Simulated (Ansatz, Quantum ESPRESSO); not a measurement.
Given: the input of a run of Quantum ESPRESSO 7.5 on PbS (Galena). 

The input pw.in:

```
&CONTROL
  calculation = 'scf'
  prefix = 'pwscf'
  outdir = './tmp'
  pseudo_dir = './pseudo'
  tprnfor = .true.
  tstress = .true.
  disk_io = 'nowf'
/
&SYSTEM
  ibrav = 0
  nat = 2
  ntyp = 2
  ecutwfc = 56
  nbnd = 16
  occupations = 'smearing'
  smearing = 'fd'
  degauss = 0.00367493
/
&ELECTRONS
  conv_thr = 4d-10
  electron_maxstep = 120
  mixing_beta = 0.5
/
ATOMIC_SPECIES
Pb   207.2000 Pb_ONCV_PBE-1.2.upf
S     32.0600 S_ONCV_PBE-1.2.upf
CELL_PARAMETERS angstrom
   0.0000000000    2.9657500000    2.9657500000
   2.9657500000    0.0000000000    2.9657500000
   2.9657500000    2.9657500000    0.0000000000
ATOMIC_POSITIONS crystal
Pb     0.0000000000    0.0000000000    0.0000000000
S      0.5000000000    0.5000000000    0.5000000000
K_POINTS automatic
4 4 4 0 0 0
```

Potentials or basis: SG15 PBE 1.2.

Run with:

```bash
$ OMP_NUM_THREADS=1 mpirun -n 2 pw.x -nk 2 -in pw.in > pw.out
```

Q: Set up the same calculation for Ansatz 0.2.0. Potentials or basis there: PAW datasets made for the crystal, cutoff 260 eV.

A: As run (cutoffs and basis follow the program's own potentials, and thresholds, step limits or extra output files can differ):

input.yaml

```yaml
crystal:
  lattice:
    - [0.0, 2.96575, 2.96575]
    - [2.96575, 0.0, 2.96575]
    - [2.96575, 2.96575, 0.0]
  atoms:
    - { symbol: Pb, position: [0.0, 0.0, 0.0] }
    - { symbol: S, position: [0.5, 0.5, 0.5] }
kpoints:
  mp_grid: { grid: [4, 4, 4] }
scf:
  occupations: { method: fermi_dirac, width: 0.05 }
hamiltonian:
  xc: pbe
  pseudopotentials: { kind: all_electron, datasets: crystal }
output:
  forces: true
  stress: true
  eigenvalues: true
```

Potentials or basis: all-electron PAW datasets made for the crystal.

Launch:

```bash
$ ansatz run input.yaml --threads 1 --pin off --max-ram 3072MiB --backend cpu --events-out ev --progress --plain --runs-dir out
```

Both were run:

|  | Quantum ESPRESSO | Ansatz |
| --- | --- | --- |
| Pressure | 2.3 GPa | 2.3 GPa |

Ansatz's pressure holds a Pulay term of +0.00 GPa for its cutoff of 260 eV, which the other run lacks.

Where Ansatz's input types no cutoff or centring, it takes its own default and a Γ-centred mesh.

Pressure is positive in compression.

The k mesh is coarse, so the values aren't converged.
